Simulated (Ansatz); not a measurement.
Runs of Ansatz 0.2.0 on PbS. It takes space group Pm-3m (No. 221, cubic). Conventional cell: a = 3.654 Å, b = 3.654 Å, c = 3.654 Å, α = 90.00°, β = 90.00°, γ = 90.00°. Pb (site symmetry m-3m) is surrounded by 8 S at 3.16 Å. S (site symmetry m-3m) is surrounded by 8 Pb at 3.16 Å. Measurements of this composition are mostly on another form, of space group No. 225.

| task | level | spin | cell | k mesh | cutoff (eV) | smearing | points for each segment of the path | gap on the mesh (eV) | pressure (GPa) | relaxed volume (Å³/atom) |
| --- | --- | --- | --- | --- | --- | --- | --- | --- | --- | --- |
| single point | PBE | off | as given | 7 × 7 × 7 | 420 | gaussian 0.016 eV | - | 0.10 | 0.3 | - |
| relaxation of cell and atoms | BLYP | off | relaxed | 7 × 7 × 7 | 420 | fermi-dirac 0.05 eV | - | 0.35 | 0.0 | (c) |
| phonons | PBE | off | as given | 5 × 5 × 5 | 420 | fermi-dirac 0.05 eV | - | 0.46 | - | - |
| band structure | PBEsol | SOC, no magnetisation | as given | 5 × 5 × 5 | 420 | fermi-dirac 0.05 eV | 14 | (a) | -4.2 | - |
| single point | PBE | off | as given | 7 × 7 × 7 | 420 | gaussian 0.018 eV | - | 0.10 | 0.3 | - |
| single point | PBE | off | as given | 7 × 7 × 7 | 420 | gaussian 0.023 eV | - | 0.10 | 0.3 | - |
| band structure | r2SCAN | off | as given | 7 × 7 × 7 | 500 | fermi-dirac 0.05 eV | 14 | - | -0.7 | - |
| relaxation of cell and atoms | RPBE | off | relaxed | 7 × 7 × 7 | 420 | fermi-dirac 0.05 eV | - | (b) | 0.0 | 25.37 |
| single point | PBE | off | as given | 7 × 7 × 7 | 420 | gaussian 0.021 eV | - | 0.10 | 0.3 | - |
| single point | PBE | off | as given | 7 × 7 × 7 | 420 | gaussian 0.017 eV | - | 0.10 | 0.3 | - |
| band structure | revPBE | off | as given | 7 × 7 × 7 | 420 | fermi-dirac 0.05 eV | 14 | - | 1.5 | - |
| single point | PBE | off | as given | 7 × 7 × 7 | 420 | gaussian 0.019 eV | - | 0.10 | 0.3 | - |

Alike in all rows: potentials or basis Ansatz PAW.

Q: Estimate the missing entries.

A: (a) none; (b) 0.26; (c) 26.35.

Caveats: odd divisions of the mesh miss points on the zone boundary, where band edges often lie, so the gap on the mesh can be too wide (some runs); spin-orbit coupling is left out, which as a rule narrows the gap of such compounds by several tenths of an eV (some runs); the PAW data sets come from PBE, with cores solved anew for the run's functional, which leaves a small shift of forces and pressure (some runs); the plane-wave basis is chosen anew once the cell has moved, so the energies of steps on either side of that aren't comparable (some runs); spin-orbit coupling is left out, which moves the levels of the heavy elements (some runs); some modes are imaginary (some runs).

A k mesh can miss the band edges, and rows without SOC leave out spin-orbit coupling on Pb.
